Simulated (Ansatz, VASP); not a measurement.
This is a calculation of P for VASP 6.6.1.

File INCAR:

```
ALGO = Normal ; EDIFF = 1E-6
ENCUT = 520 ; GGA = PE
ISIF = 2 ; ISMEAR = -1
LASPH = True ; LCHARG = False
LREAL = False ; LWAVE = False
NBANDS = 12 ; NELM = 100
PREC = Accurate ; SIGMA = 0.05
```

File KPOINTS:

```
k-points
0
Gamma
  9 9 9
```

The input POSCAR:

```
P
1.0
    1.6904964118      0.9760085585      3.0657910646
   -1.6904964118      0.9760085585      3.0657910646
    0.0000000000     -1.9520171168      3.0657910646
P
2
Direct
    0.7729197500      0.7729197500      0.7729197500
    0.2270802500      0.2270802500      0.2270802500
```

Potentials or basis: VASP PAW PBE potentials, release 64 (P).

Command:

```bash
$ cat potpaw_PBE.64/P/POTCAR > POTCAR
$ mpirun -np 1 vasp_std > vasp.out
```

Problem. Set up the same calculation for Ansatz 0.2.0. Potentials there: all-electron LAPW, scalar-relativistic.

Solution. As run (the cutoff follows the program's own potentials):

The input input.yaml:

```yaml
crystal:
  lattice:
    - [1.6904964118, 0.9760085585, 3.0657910646]
    - [-1.6904964118, 0.9760085585, 3.0657910646]
    - [0.0, -1.9520171168, 3.0657910646]
  atoms:
    - { symbol: P, position: [0.77291975, 0.77291975, 0.77291975] }
    - { symbol: P, position: [0.22708025, 0.22708025, 0.22708025] }
kpoints:
  mp_grid: { grid: [9, 9, 9] }
scf:
  occupations: { method: fermi_dirac, width: 0.05 }
hamiltonian:
  xc: pbe
  pseudopotentials: { kind: all_electron, lapw: { basis_error: 0.0005 } }
output:
  forces: true
  stress: true
  eigenvalues: true
```

Potentials or basis: all-electron LAPW, scalar-relativistic.

Launch:

```bash
$ ansatz run input.yaml --threads 1 --pin off --max-ram 2560MiB --backend cpu --events-out ev --progress --plain --runs-dir out
```

Both were run:

|  | VASP | Ansatz | Ansatz less VASP |
| --- | --- | --- | --- |
| gap on the k mesh at the Fermi level (eV) | none | none | - |
| pressure (GPa) | 7.8 | 8.2 | +0.38 |
| largest component of the traceless stress (GPa) | 2.37 | 2.55 | +0.176 |
| rms of the force components (eV/Å) | 0.341 | 0.369 | +0.0274 |

Atom by atom the forces differ by 0.027 eV/Å (rms over components). A gap of «none» marks a metal or a gap that the smearing closes. Ansatz ran all-electron here, so the differences hold the error of VASP's frozen core and of both bases.
